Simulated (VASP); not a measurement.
# C (Fd-3m) in VASP: notebook

The runs below take C through single point, with LDA.

All numbers are computed with VASP 6.6.1; they aren't measurements. Logs are shortened: lines on timing, memory, paths and dates and some standing lists are left out, and cuts for length are marked.

### Step 1. The undisturbed crystal

Symmetry: Fd-3m, No. 227, cubic system. Conventional cell: a = 3.567 Å, b = 3.567 Å, c = 3.567 Å, α = 90.00°, β = 90.00°, γ = 90.00°. C (site symmetry -43m) is surrounded by 4 C at 1.54 Å.

This isn't the form of C at room conditions, which is graphite.

### Step 2. Single point, LDA (grid = ENCUT=280 dk=0.45 cell=2x2x2 ISMEAR=0 SIGMA=0.05 LREAL=Auto EDIFF=1e-06)

INCAR

```
SYSTEM = C
PREC = Accurate ; ENCUT = 280
EDIFF = 1E-6 ; ISMEAR = 0
SIGMA = 0.05 ; LREAL = Auto
LASPH = .TRUE. ; NELM = 120
ALGO = Fast ; ISIF = 2
LWAVE = .FALSE. ; LCHARG = .FALSE.
NBANDS = 40
```

KPOINTS

```
Automatic mesh
0
G
  4 4 4
  0 0 0
```

POSCAR

```
C
1.0
    0.0000000000      3.5667400000      3.5667400000
    3.5667400000      0.0000000000      3.5667400000
    3.5667400000      3.5667400000      0.0000000000
C
16
Direct
    0.3750000000      0.3750000000      0.3750000000
    0.3750000000      0.3750000000      0.8750000000
    0.3750000000      0.8750000000      0.3750000000
    0.3750000000      0.8750000000      0.8750000000
    0.8750000000      0.3750000000      0.3750000000
    0.8750000000      0.3750000000      0.8750000000
    0.8750000000      0.8750000000      0.3750000000
    0.8750000000      0.8750000000      0.8750000000
    0.2500000000      0.2500000000      0.2500000000
    0.2500000000      0.2500000000      0.7500000000
    0.2500000000      0.7500000000      0.2500000000
    0.2500000000      0.7500000000      0.7500000000
    0.7500000000      0.2500000000      0.2500000000
    0.7500000000      0.2500000000      0.7500000000
    0.7500000000      0.7500000000      0.2500000000
    0.7500000000      0.7500000000      0.7500000000
```

Potentials or basis: VASP PAW LDA potentials, release 64 (C).

Command:

```sh
cat potpaw_LDA.64/C/POTCAR > POTCAR
mpirun -np 1 vasp_std > vasp.out
```

OUTCAR:

```text
SYSTEM = C
   PREC = Accurate
   ENCUT = 280
   EDIFF = 1E-6
   ISMEAR = 0
   LREAL = Auto
   LASPH = .TRUE.
   NELM = 120
   ISIF = 2

 Found      8 irreducible k-points:

 Following reciprocal coordinates:
            Coordinates               Weight
  0.000000  0.000000  0.000000      1.000000
  0.250000  0.000000  0.000000      8.000000
  0.500000  0.000000  0.000000      4.000000
  0.250000  0.250000  0.000000      6.000000
  0.500000  0.250000  0.000000     24.000000
 -0.250000  0.250000  0.000000     12.000000
   k-points           NKPTS =      8   k-points in BZ     NKDIM =      8   number of bands    NBANDS=     40
   number of dos      NEDOS =    301   number of ions     NIONS =     16
   total plane-waves  NPLWV =  21952
   dimension x,y,z NGX =    28 NGY =   28 NGZ =   28
   dimension x,y,z NGXF=    56 NGYF=   56 NGZF=   56
   ions per type =              16
   NGX,Y,Z   is equivalent  to a cutoff of   9.23,  9.23,  9.23 a.u.
   NGXF,Y,Z  is equivalent  to a cutoff of  18.46, 18.46, 18.46 a.u.
 SYSTEM =  C
   PREC   = accura    normal or accurate (medium, high low for compatibility)
   ISTART =      0    job   : 0-new  1-cont  2-samecut
   ICHARG =      2    charge: 1-file 2-atom 10-const
   ISPIN  =      1    spin polarized calculation?
   LNONCOLLINEAR =      F non collinear calculations
   LSORBIT =      F    spin-orbit coupling
   LASPH  =      T    aspherical Exc in radial PAW
   ENCUT  =  280.0 eV  20.58 Ry    4.54 a.u.   6.88  6.88  6.88*2*pi/ulx,y,z
   NELM   =    120;   NELMIN=  2; NELMDL= -5     # of ELM steps
   EDIFF  = 0.1E-05   stopping-criterion for ELM
   LREAL  =      T    real-space projection
   EDIFFG = 0.1E-04   stopping-criterion for IOM
   NSW    =      0    number of steps for IOM
   IBRION =     -1    ionic relax: 0-MD 1-quasi-New 2-CG
   NFREE  =      0    steps in history (QN), initial steepest desc. (CG)
   ISIF   =      2    stress and relaxation
   ISYM   =      2    0-nonsym 1-usesym 2-fastsym
   POTIM  = 0.5000    time-step for ionic-motion
   TEBEG  =    0.0;   TEEND  =   0.0 temperature during run
   PSTRESS=    0.0 pullay stress
   NELECT =      64.0000    total number of electrons
   NUPDOWN=      -1.0000    fix difference up-down
   EMIN   =  10.00;   EMAX   =-10.00  energy-range for DOS
   EFERMI =   0.00;   METHOD = LEGACY
   ISMEAR =     0;   SIGMA  =   0.05  broadening in eV -4-tet -1-fermi 0-gaus
   EFERMI_NEDOS =   21; number of points for ismear=-14 and -15
   IALGO  =     68    algorithm
   IMIX   =      4    mixing-type and parameters
     AMIX     =   0.40;   BMIX     =  1.00
     AMIX_MAG =   1.60;   BMIX_MAG =  1.00
  volume/ion in A,a.u.               =       5.67        38.28
  Fermi-wavevector in a.u.,A,eV,Ry     =   1.457203  2.753714 28.891161  2.123440
  Thomas-Fermi vector in A             =   2.574032
   LORBIT       =      0    0 simple, 1 ext, 2 COOP (PROOUT), +10 PAW based schemes
   GGA     = CA    functional components
   LHFCALC =     F    Hartree Fock is set to
   AEXX    =    0.0000 exact exchange contribution
   IVDW    =     0    specifies the selected vdW correction
   LEPSILON=     F    determine dielectric tensor
   LRPA    =     F    only Hartree local field effects (RPA)
 non-spin polarized calculation
 RMM-DIIS sequential band-by-band and
 Gauss-broadening in eV      SIGMA  =   0.05
  energy-cutoff  :      280.00
  volume of cell :       90.75
 maximum number of plane-waves:       982
   NGX = 13   NGY = 13   NGZ = 13

 number of electron      63.9999998 magnetization

 Free energy of the ion-electron system (eV)
  ---------------------------------------------------
  ext. energy  EPLUGINS =         0.00000000
  ---------------------------------------------------
  free energy    TOTEN  =      -163.55966495 eV

  energy without entropy =     -163.55966495  energy(sigma->0) =     -163.55966495

 E-fermi :  10.0585     XC(G=0): -13.5059

 val. band max:        9.7750122338   @ k =   0.0000   0.0000   0.0000
 cond. band min:      13.8918637469   @ k =   0.2500   0.2500   0.0000
 fundamental gap:      4.1168515131
 Fermi energy:        10.0584981058

 k-point     1 :       0.0000    0.0000    0.0000
  band No.  band energies     occupation
      1     -11.6311      2.00000
      2      -5.7974      2.00000
      3      -5.7974      2.00000
      4      -5.7974      2.00000
      5      -5.7974      2.00000
      6      -3.6315      2.00000
[... 32 lines left out ...]
     39      15.6727      0.00000
     40      15.6727      0.00000

 k-point     2 :       0.2500    0.0000    0.0000
  band No.  band energies     occupation
      1     -11.2008      2.00000
      2      -7.8457      2.00000
      3      -5.8775      2.00000
      4      -5.8775      2.00000
      5      -5.8775      2.00000
      6      -4.6034      2.00000
[... 32 lines left out ...]
     39      16.7306      0.00000
     40      16.7507      0.00000

 k-point     3 :       0.5000    0.0000    0.0000
  band No.  band energies     occupation
      1      -9.9169      2.00000
      2      -9.9169      2.00000
      3      -5.5951      2.00000
      4      -5.5951      2.00000
      5      -5.5951      2.00000
      6      -5.5951      2.00000
[... 32 lines left out ...]
     39      17.7659      0.00000
     40      17.7825      0.00000

 k-point     4 :       0.2500    0.2500    0.0000
  band No.  band energies     occupation
      1     -11.0576      2.00000
      2      -6.6676      2.00000
      3      -6.6676      2.00000
      4      -6.6676      2.00000
      5      -6.6676      2.00000
      6      -6.5786      2.00000
[... 32 lines left out ...]
     39      16.6080      0.00000
     40      17.7244      0.00000

 k-point     5 :       0.5000    0.2500    0.0000
  band No.  band energies     occupation
      1     -10.0592      2.00000
      2      -8.9360      2.00000
      3      -7.8199      2.00000
      4      -6.7594      2.00000
      5      -6.7594      2.00000
      6      -4.8802      2.00000
[... 32 lines left out ...]
     39      17.7760      0.00000
     40      18.0311      0.00000

 k-point     6 :      -0.2500    0.2500    0.0000
  band No.  band energies     occupation
      1     -10.4845      2.00000
      2      -8.2442      2.00000
      3      -8.2442      2.00000
      4      -6.0652      2.00000
      5      -6.0652      2.00000
      6      -4.7931      2.00000
[... 32 lines left out ...]
     39      17.9216      0.00000
     40      18.1189      0.00000

 [... further k-points ...]

------------------------ aborting loop because EDIFF is reached ----------------------------------------

  FORCE on cell =-STRESS in cart. coord.  units (eV):
  Direction    XX          YY          ZZ          XY          YZ          ZX
  --------------------------------------------------------------------------------------
  -------------------------------------------------------------------------------------
  Total      -23.5935564    -23.5935564    -23.5935564      0.0000000      0.0000000      0.0000000
  in kB     -416.5428065   -416.5428065   -416.5428065      0.0000000      0.0000000      0.0000000
  external PRESSURE =    -416.5428065 kB  Pullay stress =       0.0000000 kB

 VOLUME and BASIS-vectors are now :
 -----------------------------------------------------------------------------
  energy-cutoff  :      280.00
  volume of cell :       90.75
      direct lattice vectors                 reciprocal lattice vectors
     0.000000000  3.566740000  3.566740000    -0.140184034  0.140184034  0.140184034
     3.566740000  0.000000000  3.566740000     0.140184034 -0.140184034  0.140184034
     3.566740000  3.566740000  0.000000000     0.140184034  0.140184034 -0.140184034

 POSITION                                       TOTAL-FORCE (eV/Angst)
 -----------------------------------------------------------------------------------
      2.67505      2.67505      2.67505         0.000000      0.000000      0.000000
      4.45843      4.45843      2.67505         0.000000      0.000000      0.000000
      4.45843      2.67505      4.45843         0.000000      0.000000      0.000000
      6.24179      4.45843      4.45843         0.000000      0.000000      0.000000
      2.67505      4.45843      4.45843         0.000000      0.000000      0.000000
      4.45843      6.24179      4.45843         0.000000      0.000000      0.000000
[... 8 lines left out ...]
      3.56674      3.56674      5.35011        -0.000000     -0.000000     -0.000000
      5.35011      5.35011      5.35011        -0.000000     -0.000000     -0.000000
 -----------------------------------------------------------------------------------
    total drift:                                0.000000      0.000000      0.000000

  FREE ENERGIE OF THE ION-ELECTRON SYSTEM (eV)
  ---------------------------------------------------
  free  energy   TOTEN  =      -163.5596649456 eV

  energy  without entropy=     -163.5596649456  energy(sigma->0) =     -163.55966495
```

Wall time 27 s (1 thread of Intel Xeon Platinum 8375C at 2.90GHz (Ice Lake), shared host); peak memory 0.13 GiB.

The run converged, but a check on its numbers failed (symmetry, net force, bounds or a known fault of this set-up), so they aren't taken as properties of the crystal.

Caveat: the cutoff lies under the usual one of these potentials, so the numbers hold a large basis-set error; a pressure of tens of GPa on the cell as given is suspect, and the run, the potentials or the cell itself is likely at fault.

### Step 3. Single point, LDA (grid = ENCUT=340 dk=0.45 cell=2x2x2 ISMEAR=0 SIGMA=0.05 LREAL=Auto EDIFF=1e-06)

INCAR, as its differences from that of step 2:

```diff
@@ -1,3 +1,3 @@
 SYSTEM = C
-PREC = Accurate ; ENCUT = 280
+PREC = Accurate ; ENCUT = 340
 EDIFF = 1E-6 ; ISMEAR = 0
```

KPOINTS is that of step 2.

POSCAR is that of step 2.

Potentials or basis: VASP PAW LDA potentials, release 64 (C).

Command:

```sh
cat potpaw_LDA.64/C/POTCAR > POTCAR
mpirun -np 1 vasp_std > vasp.out
```

OUTCAR:

```text
SYSTEM = C
   PREC = Accurate
   ENCUT = 340
   EDIFF = 1E-6
   ISMEAR = 0
   LREAL = Auto
   LASPH = .TRUE.
   NELM = 120
   ISIF = 2

 Found      8 irreducible k-points:

 Following reciprocal coordinates:
            Coordinates               Weight
  0.000000  0.000000  0.000000      1.000000
  0.250000  0.000000  0.000000      8.000000
  0.500000  0.000000  0.000000      4.000000
  0.250000  0.250000  0.000000      6.000000
  0.500000  0.250000  0.000000     24.000000
 -0.250000  0.250000  0.000000     12.000000
   k-points           NKPTS =      8   k-points in BZ     NKDIM =      8   number of bands    NBANDS=     40
   number of dos      NEDOS =    301   number of ions     NIONS =     16
   total plane-waves  NPLWV =  27000
   dimension x,y,z NGX =    30 NGY =   30 NGZ =   30
   dimension x,y,z NGXF=    60 NGYF=   60 NGZF=   60
   ions per type =              16
   NGX,Y,Z   is equivalent  to a cutoff of   9.89,  9.89,  9.89 a.u.
   NGXF,Y,Z  is equivalent  to a cutoff of  19.77, 19.77, 19.77 a.u.
 SYSTEM =  C
   PREC   = accura    normal or accurate (medium, high low for compatibility)
   ISTART =      0    job   : 0-new  1-cont  2-samecut
   ICHARG =      2    charge: 1-file 2-atom 10-const
   ISPIN  =      1    spin polarized calculation?
   LNONCOLLINEAR =      F non collinear calculations
   LSORBIT =      F    spin-orbit coupling
   LASPH  =      T    aspherical Exc in radial PAW
   ENCUT  =  340.0 eV  24.99 Ry    5.00 a.u.   7.58  7.58  7.58*2*pi/ulx,y,z
   NELM   =    120;   NELMIN=  2; NELMDL= -5     # of ELM steps
   EDIFF  = 0.1E-05   stopping-criterion for ELM
   LREAL  =      T    real-space projection
   EDIFFG = 0.1E-04   stopping-criterion for IOM
   NSW    =      0    number of steps for IOM
   IBRION =     -1    ionic relax: 0-MD 1-quasi-New 2-CG
   NFREE  =      0    steps in history (QN), initial steepest desc. (CG)
   ISIF   =      2    stress and relaxation
   ISYM   =      2    0-nonsym 1-usesym 2-fastsym
   POTIM  = 0.5000    time-step for ionic-motion
   TEBEG  =    0.0;   TEEND  =   0.0 temperature during run
   PSTRESS=    0.0 pullay stress
   NELECT =      64.0000    total number of electrons
   NUPDOWN=      -1.0000    fix difference up-down
   EMIN   =  10.00;   EMAX   =-10.00  energy-range for DOS
   EFERMI =   0.00;   METHOD = LEGACY
   ISMEAR =     0;   SIGMA  =   0.05  broadening in eV -4-tet -1-fermi 0-gaus
   EFERMI_NEDOS =   21; number of points for ismear=-14 and -15
   IALGO  =     68    algorithm
   IMIX   =      4    mixing-type and parameters
     AMIX     =   0.40;   BMIX     =  1.00
     AMIX_MAG =   1.60;   BMIX_MAG =  1.00
  volume/ion in A,a.u.               =       5.67        38.28
  Fermi-wavevector in a.u.,A,eV,Ry     =   1.457203  2.753714 28.891161  2.123440
  Thomas-Fermi vector in A             =   2.574032
   LORBIT       =      0    0 simple, 1 ext, 2 COOP (PROOUT), +10 PAW based schemes
   GGA     = CA    functional components
   LHFCALC =     F    Hartree Fock is set to
   AEXX    =    0.0000 exact exchange contribution
   IVDW    =     0    specifies the selected vdW correction
   LEPSILON=     F    determine dielectric tensor
   LRPA    =     F    only Hartree local field effects (RPA)
 non-spin polarized calculation
 RMM-DIIS sequential band-by-band and
 Gauss-broadening in eV      SIGMA  =   0.05
  energy-cutoff  :      340.00
  volume of cell :       90.75
 maximum number of plane-waves:      1308
   NGX = 15   NGY = 15   NGZ = 15

 number of electron      63.9999979 magnetization

 Free energy of the ion-electron system (eV)
  ---------------------------------------------------
  ext. energy  EPLUGINS =         0.00000000
  ---------------------------------------------------
  free energy    TOTEN  =      -162.34696249 eV

  energy without entropy =     -162.34696249  energy(sigma->0) =     -162.34696249

 E-fermi :   9.9369     XC(G=0): -13.5013

 val. band max:        9.7231261695   @ k =   0.0000   0.0000   0.0000
 cond. band min:      13.8366813554   @ k =   0.2500   0.2500   0.0000
 fundamental gap:      4.1135551860
 Fermi energy:         9.9368904896

 k-point     1 :       0.0000    0.0000    0.0000
  band No.  band energies     occupation
      1     -11.6082      2.00000
      2      -5.7720      2.00000
      3      -5.7720      2.00000
      4      -5.7720      2.00000
      5      -5.7720      2.00000
      6      -3.6443      2.00000
[... 32 lines left out ...]
     39      15.2967      0.00000
[... 214 lines left out ...]
     39      17.7762      0.00000
     40      17.9233      0.00000

 [... further k-points ...]

------------------------ aborting loop because EDIFF is reached ----------------------------------------

  FORCE on cell =-STRESS in cart. coord.  units (eV):
  Direction    XX          YY          ZZ          XY          YZ          ZX
  --------------------------------------------------------------------------------------
  -------------------------------------------------------------------------------------
  Total      -13.5423000    -13.5423000    -13.5423000      0.0000000      0.0000000      0.0000000
  in kB     -239.0884855   -239.0884855   -239.0884855      0.0000000      0.0000000      0.0000000
  external PRESSURE =    -239.0884855 kB  Pullay stress =       0.0000000 kB

 VOLUME and BASIS-vectors are now :
 -----------------------------------------------------------------------------
  energy-cutoff  :      340.00
  volume of cell :       90.75
      direct lattice vectors                 reciprocal lattice vectors
     0.000000000  3.566740000  3.566740000    -0.140184034  0.140184034  0.140184034
     3.566740000  0.000000000  3.566740000     0.140184034 -0.140184034  0.140184034
     3.566740000  3.566740000  0.000000000     0.140184034  0.140184034 -0.140184034

 POSITION                                       TOTAL-FORCE (eV/Angst)
 -----------------------------------------------------------------------------------
      2.67505      2.67505      2.67505        -0.000000     -0.000000     -0.000000
      4.45843      4.45843      2.67505        -0.000000      0.000000     -0.000000
      4.45843      2.67505      4.45843        -0.000000     -0.000000     -0.000000
      6.24179      4.45843      4.45843        -0.000000     -0.000000     -0.000000
      2.67505      4.45843      4.45843        -0.000000     -0.000000     -0.000000
      4.45843      6.24179      4.45843        -0.000000      0.000000     -0.000000
[... 8 lines left out ...]
      3.56674      3.56674      5.35011         0.000000      0.000000      0.000000
      5.35011      5.35011      5.35011         0.000000     -0.000000      0.000000
 -----------------------------------------------------------------------------------
    total drift:                                0.000006      0.000006      0.000008

  FREE ENERGIE OF THE ION-ELECTRON SYSTEM (eV)
  ---------------------------------------------------
  free  energy   TOTEN  =      -162.3469624854 eV

  energy  without entropy=     -162.3469624854  energy(sigma->0) =     -162.34696249
```

OSZICAR:

```text
N       E                     dE             d eps       ncg     rms          rms(c)
DAV:   1     0.129410492008E+03    0.12941E+03   -0.26598E+04   640   0.112E+03
DAV:   2    -0.158324772646E+03   -0.28774E+03   -0.27656E+03   824   0.245E+02
DAV:   3    -0.168323738293E+03   -0.99990E+01   -0.99455E+01   776   0.490E+01
DAV:   4    -0.168496578662E+03   -0.17284E+00   -0.17248E+00   792   0.649E+00
DAV:   5    -0.168499709207E+03   -0.31305E-02   -0.31292E-02   768   0.893E-01    0.160E+01
RMM:   6    -0.163947852140E+03    0.45519E+01   -0.30463E+00   648   0.801E+00    0.936E+00
RMM:   7    -0.162324317841E+03    0.16235E+01   -0.50036E+00   690   0.105E+01    0.193E+00
RMM:   8    -0.162346068832E+03   -0.21751E-01   -0.30218E-01   693   0.310E+00    0.513E-01
RMM:   9    -0.162345859849E+03    0.20898E-03   -0.85678E-02   726   0.136E+00    0.156E-01
RMM:  10    -0.162346808015E+03   -0.94817E-03   -0.13823E-02   726   0.579E-01    0.111E-01
RMM:  11    -0.162346855678E+03   -0.47663E-04   -0.49401E-03   754   0.289E-01    0.128E-02
RMM:  12    -0.162346937540E+03   -0.81862E-04   -0.85495E-04   759   0.128E-01    0.935E-03
RMM:  13    -0.162346958528E+03   -0.20988E-04   -0.22030E-04   754   0.538E-02    0.155E-02
RMM:  14    -0.162346965356E+03   -0.68283E-05   -0.36915E-05   677   0.238E-02    0.127E-02
RMM:  15    -0.162346962995E+03    0.23614E-05   -0.61964E-06   583   0.114E-02    0.600E-03
RMM:  16    -0.162346962485E+03    0.50957E-06   -0.13351E-06   465   0.540E-03
   1 F= -.16234696E+03 E0= -.16234696E+03  d E =-.152497E-10
```

It took 33 s on 1 thread of Intel Xeon Platinum 8375C at 2.90GHz (Ice Lake), shared host; peak memory 0.14 GiB.

The run converged, but a check on its numbers failed (symmetry, net force, bounds or a known fault of this set-up), so they aren't taken as properties of the crystal.

Caveat: the cutoff lies under the usual one of these potentials, so the numbers hold a large basis-set error.

### Step 4. Single point, LDA (grid = ENCUT=400 dk=0.45 cell=2x2x2 ISMEAR=0 SIGMA=0.05 LREAL=Auto EDIFF=1e-06)

INCAR, as its differences from that of step 3:

```diff
@@ -1,3 +1,3 @@
 SYSTEM = C
-PREC = Accurate ; ENCUT = 340
+PREC = Accurate ; ENCUT = 400
 EDIFF = 1E-6 ; ISMEAR = 0
```

KPOINTS is that of step 3.

POSCAR is that of step 3.

Command:

```sh
cat potpaw_LDA.64/C/POTCAR > POTCAR
mpirun -np 1 vasp_std > vasp.out
```

Run time: 51 s. Hardware: 1 thread of Intel Xeon Platinum 8375C at 2.90GHz (Ice Lake), shared host; peak memory 0.17 GiB.

These settings aren't checked as converged: the numbers below hold their error.

What came out:

```
Free energy            : -161.9728 eV
Band gap on the k mesh : 4.08 eV
```

Caveat: the cutoff is under 1.25 times the usual one of these potentials, so pressure, stress and relaxed cells hold a basis-set (Pulay) error.

[end of part 1 of 2]
